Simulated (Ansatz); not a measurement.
System: zinc-blende AlSb. Method: RPBE in Ansatz (plane waves, PAW).

Numerical settings: plane-wave cutoff 520 eV, 10×10×10 k mesh, Fermi–Dirac smearing 0.01 eV, scalar-relativistic PAW data made under PBE.

Computed at the level's own relaxed cell.

Q: What does this level give for the width of the whole s-p valence band, pressure derivative B′ of the bulk modulus, lattice parameter a and bulk modulus B0?

A: 
* **width of the whole s-p valence band**: 10.32 eV
* **pressure derivative B′ of the bulk modulus**: 4.5
* **lattice parameter a**: 6.277 Å
* **bulk modulus B0**: 46.0 GPa

Measured, for comparison: lattice constant a 6.128 Å (low temperature, thermal expansion removed or low-temperature value; zero-point expansion not removed; as tabulated in Zhang et al. (2018), doi:10.1088/1367-2630/aac7f0); bulk modulus 58.2 GPa (temperature not stated, not corrected to a static lattice; as tabulated in Toher et al. (2017), arXiv:1611.05714). Computed (rounded) less measured: lattice constant a +2.4 %, bulk modulus -21 %.

Spin–orbit coupling is not included.

The computed numbers hold no vibrational or temperature effects.

Ansatz is a program for electronic structure.
